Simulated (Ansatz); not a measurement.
**SnO: an elastic constant from a strain scan**

Method: Ansatz, DFT PBEsol+D3(BJ), scalar-relativistic, plane waves, PAW. Settings: plane waves to 420 eV, k-mesh 12×12×10 (Γ-centred), Gaussian smearing 0.15 eV. No spin polarisation. Energies are free energies at this smearing, counted from the undisturbed cell; pressure is positive in compression.

The undisturbed cell (relaxed at this level):

```yaml
crystal:
  lattice:
    - [3.77039, 0.00000, 0.00000]
    - [0.00000, 3.77039, 0.00000]
    - [0.00000, 0.00000, 4.56337]
  atoms:
    - { symbol: Sn, position: [0.00000, 0.50000, 0.25326] }
    - { symbol: Sn, position: [0.50000, 0.00000, 0.74674] }
    - { symbol: O, position: [0.00000, 0.00000, 0.00000] }
    - { symbol: O, position: [0.50000, 0.50000, 0.00000] }
```

The cell is strained by ε times the Voigt pattern (0, 0, 0, 1, 0, 0) (xx, yy, zz, yz, xz, xy; engineering shear) with fractional coordinates fixed. The cell holds 4 atoms in V0 = 64.87 Å³. The stress column is τ = (1/V0) dE/dε, got from the stress tensor σ (compression positive) at each point as −det(1 + εP) σ : P(1 + εP)⁻¹, with P the pattern as a tensor.

```csv
ε,ΔE (meV/atom),τ (GPa)
-0.0875,24.938,-5.724
-0.0750,18.240,-4.865
-0.0625,12.614,-4.024
-0.0500,8.047,-3.198
-0.0375,4.517,-2.386
-0.0250,2.005,-1.584
0.0000,0.000,0.000
0.0250,2.005,1.584
0.0375,4.517,2.386
0.0500,8.047,3.198
0.0625,12.614,4.024
0.0750,18.240,4.865
0.0875,24.938,5.724
0.1000,?,?
```

Task: Which combination of elastic constants does this scan measure, and how large is it?

Result: For small ε, τ = τ0 + Kε with K = pᵀCp, which for this pattern is C44 in the Cartesian frame shown. The parabola through τ at ε = -0.0250, 0 and 0.0250 has slope K = 63 GPa at zero. The energies per cell, E = NΔE, of the same two points give K = 2[E(ε₊)/ε₊ − E(ε₋)/ε₋]/[(ε₊ − ε₋)V0] = 63 GPa, in agreement. These are clamped-ion values.

Task: Predict the withheld row at ε = 0.1000 from the harmonic law, and compare.

Result: ΔE = V0(τ0 ε + Kε²/2)/N = 32.064 meV/atom and τ = 6.34 GPa. The calculation gives 32.731 meV/atom and 6.60 GPa, a miss of 2.1 % of the harmonic energy, so the harmonic law still holds here.

Forces appear on the atoms along this scan, and letting them relax would lower the energy and soften the response. No gap shows at this level, though a semilocal functional can close a small gap that the real compound has; without a gap these slopes depend on the k mesh and the smearing.

Cost: 8 runs of about 2.1 core-minutes in all, on Intel Xeon 6975P-C (Granite Rapids) (shared hosts).